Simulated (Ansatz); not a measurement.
Crystal: MgB2.

```
Mg B
1.0
     3.08500    0.00000    0.00000
    -1.54250    2.67169    0.00000
     0.00000    0.00000    3.52300
Mg B
1 2
Direct
  0.00000 0.00000 0.00000
  0.66667 0.33333 0.50000
  0.33333 0.66667 0.50000
```

```yaml
Program: Ansatz 0.2.0
Task: single point
Functional: PBEsol
Potentials_or_basis: all-electron LAPW, scalar-relativistic
Cutoff: 297 eV (chosen from the basis error)
Basis_error_allowed: 0.001 eV/atom
k_mesh: 10 × 10 × 8
Occupations: fermi-dirac, width 0.05 eV
Spin: no spin polarisation
```

On this cell: pressure -3.1 GPa; largest force under 0.003 eV/Å; band gap on the k mesh none (metal or under the smearing width).

The same run follows on a disturbed copy (atoms moved at random, drawn with an rms of 0.05 Å):

```xyz
3
Lattice="3.0850 0.0000 0.0000 -1.5425 2.6717 0.0000 0.0000 0.0000 3.5230" Properties=species:S:1:pos:R:3 pbc="T T T"
Mg    0.0703   -0.0171   -0.0345
B     1.5536    0.8592    1.7323
B     0.0098    1.7804    1.7941
```

Problem. What changes?

Solution. The energy (extrapolated to zero smearing) moves by +10.8 meV/atom; pressure -2.8 GPa; largest force 0.735 eV/Å; band gap on the k mesh none (metal or under the smearing width).

Forces in eV/Å, atoms in the order of the input:
```
Mg  -0.283  0.006  0.235
B    0.135  0.149  0.468
B    0.148 -0.156 -0.703
```

Stress tensor (GPa, compression positive):
```
-3.34 -0.01 -0.30
-0.01 -2.37  0.10
-0.30  0.10 -2.64
```
